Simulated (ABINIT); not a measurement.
## TePb (Fm-3m): G0W0 in ABINIT against the bands in the self-energy

Wanted: the cheapest bands in the self-energy that holds the gap of TePb (Fm-3m).

Program: ABINIT 10.8.3. Level of theory: PBE and many-body steps on it, plane waves. Results are calculated unless marked as measured.

Most raw output is cut from this account.

### 1. The structure

It takes space group Fm-3m (No. 225, cubic). The conventional cell has a = 6.462 Å, b = 6.462 Å, c = 6.462 Å, α = 90.00°, β = 90.00°, γ = 90.00°. Te has 6 Pb at 3.23 Å nearest. Pb has 6 Te at 3.23 Å nearest. Farther neighbours and most contacts between anions are not listed.

The cell and positions come from the Crystallography Open Database and are kept as given unless a step says otherwise. Spin-orbit coupling is left out unless a step names it.

### 2. Screening, 4×4×4 mesh, 448 bands, screening to 272.1 eV

This step: ABINIT 10.8.3; RPA screening on PBE, plane waves, norm-conserving pseudopotentials.

The RPA dielectric matrix is built and inverted for each q.

run.abi

```
acell 3*1.0 Angstrom
rprim 
  -0.000000000000 3.231000000000 3.231000000000
  3.231000000000 0.000000000000 3.231000000000
  3.231000000000 3.231000000000 0.000000000000
ntypat 2
znucl 52 82
natom 2
typat 1 2
xred 
  0.500000000000 0.500000000000 0.500000000000
  0.000000000000 0.000000000000 0.000000000000
pp_dirpath "pseudos"
pseudos "Te.upf, Pb.upf"
ecut 34
ngkpt 4 4 4
nshiftk 1
shiftk 0 0 0
kptopt 1
chksymbreak 0
istwfk *1
occopt 1
irdwfk 1
optdriver 3
nband 448
ecuteps 10
inclvkb 2
awtr 1
symchi 1
indata_prefix "in"
outdata_prefix "out"
tmpdata_prefix "tmp"
```

The run is started by

```bash
> OMP_NUM_THREADS=1 mpirun -n 8 abinit run.abi > log
```

The job ended after 4.2 min (8 MPI ranks of Intel Xeon Platinum 8488C (Sapphire Rapids), shared host; peak memory 4.6 GiB).

Numbers from this step:

```
ε∞ with local fields, on this mesh, along the program's q direction : 38.74
the same without local fields                                       : 41.75
plasma frequency                                                    : 24.76 eV
plane waves in the screening matrix                                 : 701
```

Local fields lower ε∞ by 7 %.

### 3. 23 bands

This step: G0W0 on PBE, plane waves, norm-conserving pseudopotentials.

run.abi, as its differences from that of step 2:

```diff
@@ -23,8 +23,17 @@
 irdwfk 1
-optdriver 3
-nband 448
+optdriver 4
+nband 23
+gwcalctyp 0
+ecutsigx 34
+symsigma 1
+nkptgw 2
+kptgw 
+  0.5000000000 0.0000000000 0.0000000000
+  0.0000000000 0.0000000000 0.0000000000
+bdgw 
+  13 18
+  13 18
 ecuteps 10
-inclvkb 2
-awtr 1
-symchi 1
+irdscr 1
+ppmodel 1
 indata_prefix "in"
```

The job ended after 12 s (8 MPI ranks; peak memory 3.1 GiB).

This step gave:

```
G0W0 gap on the points computed              : 0.8230 eV
starting gap on the mesh                     : 0.7358 eV
k of the valence top                         : 0.5, 0, 0
k of the conduction bottom                   : 0.5, 0, 0
Z at the valence top                         : 0.81
Z at the conduction bottom                   : 0.818
least direct G0W0 gap on the computed points : 0.8230 eV
```

### 4. 28 bands

run.abi, as its differences from that of step 3:

```diff
@@ -24,3 +24,3 @@
 optdriver 4
-nband 23
+nband 28
 gwcalctyp 0
```

Elapsed: 14 s, on 8 MPI ranks; peak memory 3.2 GiB; 1.9 min of CPU time.

This step gave:

```yaml
g0w0_gap_on_the_points_computed: 0.8480 eV
starting_gap_on_the_mesh: 0.7358 eV
k_of_the_valence_top: 0.5, 0, 0
k_of_the_conduction_bottom: 0.5, 0, 0
z_at_the_valence_top: 0.804
z_at_the_conduction_bottom: 0.812
least_direct_g0w0_gap_on_the_computed_points: 0.8480 eV
```

### 5. 53 bands

run.abi, as its differences from that of step 4:

```diff
@@ -24,3 +24,3 @@
 optdriver 4
-nband 28
+nband 53
 gwcalctyp 0
```

The job ended after 23 s (8 MPI ranks; peak memory 3.3 GiB).

Numbers from this step:

* G0W0 gap on the points computed: 0.9500 eV
* starting gap on the mesh: 0.7358 eV
* k of the valence top: 0.5, 0, 0
* k of the conduction bottom: 0.5, 0, 0
* Z at the valence top: 0.795
* Z at the conduction bottom: 0.804
* least direct G0W0 gap on the computed points: 0.9500 eV

### 6. 124 bands

The self-energy is evaluated for the states that the input lists, and the levels follow from it, in one-shot runs by the linearised quasiparticle equation.

run.abi, as its differences from that of step 5:

```diff
@@ -24,3 +24,3 @@
 optdriver 4
-nband 53
+nband 124
 gwcalctyp 0
```

The job ended after 46 s (8 MPI ranks; peak memory 3.8 GiB; 6 min of CPU time).

Numbers from this step:

- G0W0 gap on the points computed: 1.065 eV
- starting gap on the mesh: 0.7358 eV
- k of the valence top: 0.5, 0, 0
- k of the conduction bottom: 0.5, 0, 0
- least direct G0W0 gap on the computed points: 1.065 eV

The gap on the mesh goes from 0.74 eV to 1.06 eV, a correction of +0.33 eV.

### 7. 268 bands

run.abi, as its differences from that of step 6:

```diff
@@ -24,3 +24,3 @@
 optdriver 4
-nband 124
+nband 268
 gwcalctyp 0
```

Run time: 1.9 min. Hardware: 8 MPI ranks; peak memory 4.6 GiB; 15 min of CPU time.

This step gave:

```
G0W0 gap on the points computed              : 1.113 eV
starting gap on the mesh                     : 0.7358 eV
k of the valence top                         : 0.5, 0, 0
k of the conduction bottom                   : 0.5, 0, 0
least direct G0W0 gap on the computed points : 1.113 eV
```

Against the run before, the gap moves by +0.048 eV.

### 8. 448 bands

run.abi, as its differences from that of step 7:

```diff
@@ -24,3 +24,3 @@
 optdriver 4
-nband 268
+nband 448
 gwcalctyp 0
```

It took 2.4 min on 8 MPI ranks; peak memory 5.8 GiB.

Numbers from this step:

```yaml
g0w0_gap_on_the_points_computed: 1.126 eV
starting_gap_on_the_mesh: 0.7358 eV
k_of_the_valence_top: 0.5, 0, 0
k_of_the_conduction_bottom: 0.5, 0, 0
least_direct_g0w0_gap_on_the_computed_points: 1.126 eV
```

Against the run before, the gap moves by +0.013 eV.

### 9. The runs together

Times are wall times on 8 MPI ranks of Intel Xeon Platinum 8488C (Sapphire Rapids), shared host, good to a factor of about two. A run's time includes the screening step that it read.

| run | mesh | bands | screening cutoff (eV) | DFT gap (eV) | gap on the mesh (eV) | direct (eV) | ε∞ used | time |
| --- | --- | --- | --- | --- | --- | --- | --- | --- |
| 23 bands | 4×4×4 | 23 | 272.1 | 0.736 | 0.823 | 0.823 | 38.74 | 4.4 min |
| 28 bands | 4×4×4 | 28 | 272.1 | 0.736 | 0.848 | 0.848 | 38.74 | 4.4 min |
| 53 bands | 4×4×4 | 53 | 272.1 | 0.736 | 0.950 | 0.950 | 38.74 | 4.6 min |
| 124 bands | 4×4×4 | 124 | 272.1 | 0.736 | 1.065 | 1.065 | 38.74 | 5 min |
| 268 bands | 4×4×4 | 268 | 272.1 | 0.736 | 1.113 | 1.113 | 38.74 | 6.1 min |
| 448 bands | 4×4×4 | 448 | 272.1 | 0.736 | 1.126 | 1.126 | 38.74 | 6.6 min |

### 10. What came out

| Quantity | Value |
| --- | --- |
| 23 bands | 0.823 eV |
| 28 bands | 0.848 eV |
| 53 bands | 0.950 eV |
| 124 bands | 1.065 eV |
| 268 bands | 1.113 eV |
| 448 bands | 1.126 eV |
| known limits | not at the basis limit; model gap, bands may invert with spin-orbit coupling; exchange with frozen shells missing; mesh may overstate the screening; no spin-orbit coupling; coarse k mesh |

The setting moved: bands in the self-energy. From 23 bands to 448 bands the gap moves by +0.30 eV. The last step still moves it by +0.013 eV. Bands and screening cutoff are coupled, so a series along one setting does not show full convergence. Bands and cutoff are finite, so the gap is not at the basis limit. The miss can reach some tenths of an eV and take either sign; the mesh is an error of its own. In the G0W0 runs levels were corrected at 2 k points alone, so a gap called «on the mesh» is the least over those, and an edge elsewhere would be missed. The 4×4×4 mesh is coarse for this cell, which bears on the long-range parts of exchange and screening. Where an edge is built on 6p states of lead, bismuth or thallium, scalar-relativistic gaps usually stand too wide, by a few tenths to over one eV. With atoms this heavy and so narrow a gap, spin-orbit coupling can invert the bands. These scalar-relativistic gaps are then model values, not to be set against experiment, and a spin-orbit change taken from DFT can't simply be added. The norm-conserving file of at least one element keeps a d shell over frozen s and p shells of the same row. Exchange with those shells is missing from the self-energy, an error of 0.3 to 0.9 eV in cases checked, whose sign depends on which edge lies on those atoms. For the PBE start: The RPA ε∞ on this mesh reaches over 25; with a narrow direct gap a coarse mesh can overstate it, and the correction is then too small.

[Paths, hosts, dates, memory and timing lines, banners, echoed tables and standing remarks are left out of the program output.]

[Logs are printed without paths, hosts, clocks, repeated set-up lines and the standing remarks that a program may print on its own settings, such as how far it seeks lower states.]

[Runs of the session that timed out or met a known fault of the program may be left out.]

[Hosts, paths, dates, database ids (printed as entryN), source tags and the programs' standing remarks are cut or masked in the printed files.]

[G0W0 gaps are taken among the corrected bands and points alone; a level outside them can change the order at an edge.]

[Where Ansatz stands beside ABINIT at settings called matched, ABINIT's density can come from a denser mesh and the files from another edition; pairs whose starting gaps differed by over 0.03 eV were left out, so agreement reads better than it is.]
